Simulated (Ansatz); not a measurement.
# Al2Au (Fm-3m) in Ansatz: further runs

One crystal, Al2Au, is run at these levels: PBE; tasks: single point.

All numbers are computed with Ansatz 0.2.0; they aren't measurements. Logs are shortened: lines on timing, memory, paths and dates and some standing lists are left out, and cuts for length are marked.

**1. Starting point**

The structure is cubic, space group Fm-3m (No. 225). The conventional cell has a = 6.000 Å, b = 6.000 Å, c = 6.000 Å, α = 90.00°, β = 90.00°, γ = 90.00°. Around Au (site symmetry m-3m) lie 8 Al at 2.60 Å. Around Al (site symmetry -43m) lie 4 Au at 2.60 Å.

**2. Single point, PBE, 16.92 Å³/atom (volume scaled by 0.94)**

Contents of input.yaml:

```yaml
crystal:
  lattice:
    - [0.0, 2.9387583261, 2.9387583261]
    - [2.9387583261, 0.0, 2.9387583261]
    - [2.9387583261, 2.9387583261, 0.0]
  atoms:
    - { symbol: Au, position: [0.0, 0.0, 0.0] }
    - { symbol: Al, position: [0.75, 0.75, 0.75] }
    - { symbol: Al, position: [0.25, 0.25, 0.25] }
kpoints:
  mp_grid: { grid: [8, 8, 8] }
scf:
  occupations: { method: fermi_dirac, width: 0.05 }
hamiltonian:
  xc: pbe
  pseudopotentials: { kind: all_electron, lapw: { basis_error: 0.001 } }
output:
  forces: true
  stress: true
  eigenvalues: true
```

Potentials or basis: all-electron LAPW, scalar-relativistic.

Command:

```console
$ ansatz run input.yaml --threads 2 --pin off --max-ram 6144MiB --backend cpu --events-out ev --progress --plain --runs-dir out
```

Output:

```text
Warning: RAYON_NUM_THREADS=2 ignored (pool sized by the plan → 2); use --threads N
LAPW: plane waves up to 8.277 Å⁻¹, error target 1.0e-3 eV per atom; small_component_spin mean_spin; Al in spheres of 1.134 Å, 11 of its electrons in bands, Dirac shells []; Au in spheres of 1.411 Å, 43 of its electrons in bands, Dirac shells [] (how accurate: hamiltonian.pseudopotentials.lapw.basis_error, Limitations)
Engine: ansatz 0.2.0, x86_64-unknown-linux-gnu
Pseudopotentials: kind: all_electron
Pseudopotential: Au, LAPW, valence charge 43, lapw/all_electron/scalar/gaussian/Au, Koelling and Harmon's equation, gaussian nucleus
Pseudopotential: Al, LAPW, valence charge 11, lapw/all_electron/scalar/gaussian/Al, Koelling and Harmon's equation, gaussian nucleus
Functional definition: PBE
  parameter kappa = 0.804
  parameter beta = 0.06672455060314922
  exchange = pbe_x(kappa = kappa, mu = beta*pi^2/3)
  correlation = pbe_c(beta = beta)
Crystal: 3 atoms, lattice volume = 50.760 Å³
Basis set: ecut = 261.03419296992405 eV, 531 PW (Γ), exchange–correlation at level 2
Bands: 39, of which v1, the nominal top of the filled ones, is band 33 counted from 1 (32 counted from 0)
Symmetry: 48 space group operations
Space group: Fm-3m (ITA 225), of the structure as read, at distance tolerance 3.7e-5 Å
k-points: 29 of 512
Non-local potential: Au, projectors of the file, none
Non-local potential: Al, projectors of the file, none
Initial density: superposition of atomic densities (chi_scale 0.1, normalization cell, long waves kept (reshape's long-wave potential 0.00 eV rms))
Initial wavefunctions: plane waves of lowest kinetic energy (no species holds an atomic orbital)
Functional: x = pbe(κ = 0.804, μ = 0.2195149727645171), c = pbe(β = 0.06672455060314922)
iter 1 solved again at ethr=1.03e-3 eV; its pass at ethr=1.00e-1 eV (dr2=6.70e-1 eV) is discarded
SCF iter   1: F=—  HF=-530442.368543 eV  |F-HF|=—  |Δ(HF+E_count)|=         —  Δρ=3.83e-2  dr2=6.71e-1  ethr=1.03e-3  ⟨swp⟩=2.0  Hψ=7195  notcnv=0
preconditioner: auto → none  [insulator: Δε(μ)=0.269 eV  Ē_g=10.322 eV  σ=0.050 eV  W_gap=0.62  n_scr=14 (ndim 8)  ℏωp=21.5 eV  f_vac=0.030  D(μ)=0.56/eV (n_scr^D=0)  ε∞_Penn≈5.3]
SCF iter   2: F=—  HF=-530441.959880 eV  |F-HF|=—  |Δ(HF+E_count)|=   4.09e-1  Δρ=3.01e-2  dr2=9.50e-1  ethr=1.03e-3  ⟨swp⟩=3.1  Hψ=3663  notcnv=0
preconditioner: auto → LDOS  [metal: Δε(μ)=0.047 eV  Ē_g=11.916 eV  σ=0.050 eV  W_gap=0.23  n_scr=14 (ndim 8)  ℏωp=21.5 eV  f_vac=0.045  D(μ)=1.24/eV (n_scr^D=8)  β→1.0]
iter 3 solved again at ethr=9.77e-5 eV; its pass at ethr=1.03e-3 eV (dr2=6.35e-2 eV) is discarded
SCF iter   3: F=—  HF=-530441.101340 eV  |F-HF|=—  |Δ(HF+E_count)|=   8.59e-1  Δρ=9.01e-3  dr2=6.34e-2  ethr=9.77e-5  ⟨swp⟩=2.0  Hψ=5548  notcnv=0
SCF iter   4: F=—  HF=-530441.097444 eV  |F-HF|=—  |Δ(HF+E_count)|=         —  Δρ=1.77e-3  dr2=1.57e-3  ethr=9.75e-5  ⟨swp⟩=2.0  Hψ=3050  notcnv=0
the basis was enlarged: its passes take 231.1 KiB over the memory plan, 2 of 2 planned eigensolver slots
SCF iter   5: F=—  HF=-530441.087795 eV  |F-HF|=—  |Δ(HF+E_count)|=   9.65e-3  Δρ=7.91e-4  dr2=2.82e-4  ethr=2.41e-6  ⟨swp⟩=2.0  Hψ=3173  notcnv=0
SCF iter   6: F=—  HF=-530441.087763 eV  |F-HF|=—  |Δ(HF+E_count)|=   3.14e-5  Δρ=1.49e-4  dr2=4.73e-6  ethr=4.33e-7  ⟨swp⟩=3.0  Hψ=3239  notcnv=0
SCF iter   7: F=—  HF=-530441.087773 eV  |F-HF|=—  |Δ(HF+E_count)|=   9.47e-6  Δρ=3.24e-5  dr2=9.02e-7  ethr=7.27e-9  ⟨swp⟩=3.0  Hψ=3354  notcnv=0
SCF iter   8: F=-530441.087772 eV  HF=-530441.087772 eV  |F-HF|=3.76e-8  |Δ(HF+E_count)|=   6.10e-7  Δρ=2.78e-6  dr2=5.14e-9  ethr=1.39e-9  ⟨swp⟩=2.1  Hψ=3174  notcnv=0
SCF 1 converged in 8 iterations: F = -530441.087772 eV  dr2 = 5.14e-9
SCF converged after 8 iterations
Free energy (F): -530441.087772 eV
Harris-Foulkes:  -530441.087772 eV  (|F-HF|=3.76e-8)
Internal energy: -530441.081678 eV  (E = F + TS)
E sigma→0 (E₀):  -530441.084725 eV
Entropy (-TS):   -0.006094 eV (-2.031 meV/atom)
Fermi energy:    15.000062 eV
--- Per-component energies (eV) ---
  E_band       = -5256.089538
  E_kinetic    = 602778.362066
  E_xc         = -10930.772677
  E_electrostatic = -1122288.671068  (all electrons and nuclei)
  E_smearing   = -0.006094  (= −TS)
  E_closure    = 0.000000  (closes the sum)
  E_atoms      = -530429.229127  (free atoms, spherical and without spin; not in F)
  Σ components = -530441.087772   (vs F -530441.087772, Δ=0.00e0)
  Basis errors (estimates in eV, not in F): energy 3.8e-4 per atom: plane waves 3.5e-4 (2.0e-4 summed), levels above the bands 1.1e-50, relativity 2.3e-8, radial functions 3.6e-5, core shells 2.8e-8; eigenvalues (radial functions only) 1.6e-6; not estimated: angular momenta, meshes, grids; target (lapw.basis_error) 1.0e-3; muffin-tin radii Al 1.134 Å, Au 1.411 Å
--- Forces (eV/Å), atoms counted from 1 ---
  atom   1  Au     0.00000000     0.00000000     0.00000000
  atom   2  Al     0.00000000    -0.00000000    -0.00000000
  atom   3  Al     0.00000000    -0.00000000    -0.00000000
  max |Σ_I F_I| component: 3.47e-18 eV/Å
--- Stress (GPa, compression-positive) ---
       11.832009       0.000000      -0.000000
        0.000000      11.832009      -0.000000
       -0.000000      -0.000000      11.832009
  P = ⅓ Tr σ = 11.8320 GPa (118.320 kbar)
--- Band table (eV; the first three rows and the last of 29) ---
  k-point 0: bands = ["-309.7818", "-309.7818", "-309.7818", "-309.7572", "-309.7572", "-92.4568", "-88.4675", "-88.4658", "-65.5394", "-65.5215", "-65.5215", "-65.5215", "-65.5077", "-65.5077", "-65.5077", "-49.9326", "-49.9326", "-49.9326", "-49.9259", "-49.9259", "-49.9259", "-43.8430", "-43.8430", "-43.8430", "3.9510", "8.0165", "8.0165", "8.0165", "9.0414", "9.0414", "17.6589", "17.9427", "17.9427", "17.9427", "19.1690", "19.1690", "19.1690", "20.8927", "20.8927"]
  k-point 1: bands = ["-309.7818", "-309.7818", "-309.7818", "-309.7572", "-309.7572", "-92.4568", "-88.4675", "-88.4659", "-65.5394", "-65.5215", "-65.5215", "-65.5215", "-65.5077", "-65.5077", "-65.5077", "-49.9324", "-49.9324", "-49.9324", "-49.9262", "-49.9262", "-49.9261", "-43.8432", "-43.8430", "-43.8430", "4.1657", "7.9518", "8.0710", "8.0710", "9.0306", "9.0306", "15.5858", "17.2909", "17.2909", "17.8437", "19.8656", "19.8656", "20.4385", "20.4385", "20.4997"]
  k-point 2: bands = ["-309.7818", "-309.7818", "-309.7818", "-309.7572", "-309.7572", "-92.4568", "-88.4673", "-88.4661", "-65.5394", "-65.5215", "-65.5215", "-65.5215", "-65.5077", "-65.5077", "-65.5077", "-49.9318", "-49.9317", "-49.9317", "-49.9269", "-49.9269", "-49.9267", "-43.8438", "-43.8430", "-43.8430", "4.7773", "7.8302", "8.1851", "8.1851", "9.0402", "9.0402", "12.8919", "16.3485", "16.3485", "18.1339", "19.5193", "19.5193", "19.7849", "21.4754", "21.4754"]
  k-point 28: bands = ["-309.7818", "-309.7818", "-309.7818", "-309.7572", "-309.7572", "-92.4567", "-88.4667", "-88.4667", "-65.5394", "-65.5215", "-65.5215", "-65.5215", "-65.5077", "-65.5077", "-65.5077", "-49.9343", "-49.9336", "-49.9295", "-49.9295", "-49.9246", "-49.9245", "-43.8441", "-43.8441", "-43.8431", "7.5949", "7.5949", "8.2758", "8.4230", "8.9065", "9.5441", "10.8059", "10.8059", "12.6783", "19.3492", "19.3492", "20.3535", "20.3889", "24.6815", "26.5585"]
```

Run time: 7 s. Hardware: 2 threads of Intel Xeon Platinum 8375C at 2.90GHz (Ice Lake), shared host; peak memory 0.41 GiB.

What came out:

| Property | Result |
| --- | --- |
| Free energy | -530441.0878 eV |
| Pressure | 11.8 GPa |
| Band gap on the k mesh | none (metal or under the smearing width) |

**3. Single point, PBE, 17.28 Å³/atom (volume scaled by 0.96)**

Changes to input.yaml since step 2:

```diff
@@ -2,5 +2,5 @@
   lattice:
-    - [0.0, 2.9387583261, 2.9387583261]
-    - [2.9387583261, 0.0, 2.9387583261]
-    - [2.9387583261, 2.9387583261, 0.0]
+    - [0.0, 2.9594544892, 2.9594544892]
+    - [2.9594544892, 0.0, 2.9594544892]
+    - [2.9594544892, 2.9594544892, 0.0]
   atoms:
```

Potentials or basis: all-electron LAPW, scalar-relativistic.

Command:

```console
$ ansatz run input.yaml --threads 2 --pin off --max-ram 6144MiB --backend cpu --events-out ev --progress --plain --runs-dir out
```

Wall time 7.9 s (2 threads of Intel Xeon Platinum 8375C at 2.90GHz (Ice Lake), shared host); peak memory 0.4 GiB.

The run converged. Its results:

```
Free energy            : -530441.1566 eV
Pressure               : 8.6 GPa
Band gap on the k mesh : none (metal or under the smearing width)
```

**4. Single point, PBE, 17.64 Å³/atom (volume scaled by 0.98)**

Changes to input.yaml since step 3:

```diff
@@ -2,5 +2,5 @@
   lattice:
-    - [0.0, 2.9594544892, 2.9594544892]
-    - [2.9594544892, 0.0, 2.9594544892]
-    - [2.9594544892, 2.9594544892, 0.0]
+    - [0.0, 2.9798651651, 2.9798651651]
+    - [2.9798651651, 0.0, 2.9798651651]
+    - [2.9798651651, 2.9798651651, 0.0]
   atoms:
```

Command:

```console
$ ansatz run input.yaml --threads 2 --pin off --max-ram 6144MiB --backend cpu --events-out ev --progress --plain --runs-dir out
```

It took 7.9 s on 2 threads of Intel Xeon Platinum 8375C at 2.90GHz (Ice Lake), shared host; peak memory 0.42 GiB.

It converged, with:

```
Free energy            : -530441.2051 eV
Pressure               : 5.8 GPa
Band gap on the k mesh : none (metal or under the smearing width)
```

**5. Single point, PBE, 18.00 Å³/atom**

Changes to input.yaml since step 4:

```diff
@@ -2,5 +2,5 @@
   lattice:
-    - [0.0, 2.9798651651, 2.9798651651]
-    - [2.9798651651, 0.0, 2.9798651651]
-    - [2.9798651651, 2.9798651651, 0.0]
+    - [0.0, 3.0, 3.0]
+    - [3.0, 0.0, 3.0]
+    - [3.0, 3.0, 0.0]
   atoms:
```

Command:

```console
$ ansatz run input.yaml --threads 2 --pin off --max-ram 6144MiB --backend cpu --events-out ev --progress --plain --runs-dir out
```

Run time: 7.4 s. Hardware: 2 threads of Intel Xeon Platinum 8375C at 2.90GHz (Ice Lake), shared host; peak memory 0.41 GiB.

It converged, with:

```yaml
Free_energy: -530441.2355 eV
Pressure: 3.3 GPa
Band_gap_on_the_k_mesh: none (metal or under the smearing width)
```

**6. Single point, PBE, 18.36 Å³/atom (volume scaled by 1.02)**

Changes to input.yaml since step 5:

```diff
@@ -2,5 +2,5 @@
   lattice:
-    - [0.0, 3.0, 3.0]
-    - [3.0, 0.0, 3.0]
-    - [3.0, 3.0, 0.0]
+    - [0.0, 3.0198681287, 3.0198681287]
+    - [3.0198681287, 0.0, 3.0198681287]
+    - [3.0198681287, 3.0198681287, 0.0]
   atoms:
```

Potentials or basis: all-electron LAPW, scalar-relativistic.

Command:

```console
$ ansatz run input.yaml --threads 2 --pin off --max-ram 6144MiB --backend cpu --events-out ev --progress --plain --runs-dir out
```

Wall time 7.6 s (2 threads of Intel Xeon Platinum 8375C at 2.90GHz (Ice Lake), shared host); peak memory 0.41 GiB.

The run converged. Its results:

```yaml
Free_energy: -530441.2499 eV
Pressure: 1.0 GPa
Band_gap_on_the_k_mesh: none (metal or under the smearing width)
```

**7. Single point, PBE, 18.72 Å³/atom (volume scaled by 1.04)**

Changes to input.yaml since step 6:

```diff
@@ -2,5 +2,5 @@
   lattice:
-    - [0.0, 3.0198681287, 3.0198681287]
-    - [3.0198681287, 0.0, 3.0198681287]
-    - [3.0198681287, 3.0198681287, 0.0]
+    - [0.0, 3.0394782115, 3.0394782115]
+    - [3.0394782115, 0.0, 3.0394782115]
+    - [3.0394782115, 3.0394782115, 0.0]
   atoms:
```

Command:

```console
$ ansatz run input.yaml --threads 2 --pin off --max-ram 6144MiB --backend cpu --events-out ev --progress --plain --runs-dir out
```

It took 7.6 s on 2 threads of Intel Xeon Platinum 8375C at 2.90GHz (Ice Lake), shared host; peak memory 0.4 GiB.

Results (log left out):

- Free energy: -530441.2498 eV
- Pressure: -1.0 GPa
- Band gap on the k mesh: none (metal or under the smearing width)

**8. Single point, PBE, 19.08 Å³/atom (volume scaled by 1.06)**

Changes to input.yaml since step 7:

```diff
@@ -2,5 +2,5 @@
   lattice:
-    - [0.0, 3.0394782115, 3.0394782115]
-    - [3.0394782115, 0.0, 3.0394782115]
-    - [3.0394782115, 3.0394782115, 0.0]
+    - [0.0, 3.0588384673, 3.0588384673]
+    - [3.0588384673, 0.0, 3.0588384673]
+    - [3.0588384673, 3.0588384673, 0.0]
   atoms:
```

Command:

```console
$ ansatz run input.yaml --threads 2 --pin off --max-ram 6144MiB --backend cpu --events-out ev --progress --plain --runs-dir out
```

Wall time 7.3 s (2 threads of Intel Xeon Platinum 8375C at 2.90GHz (Ice Lake), shared host); peak memory 0.41 GiB.

Results (log left out):

```yaml
Free_energy: -530441.2371 eV
Pressure: -2.8 GPa
Band_gap_on_the_k_mesh: none (metal or under the smearing width)
```
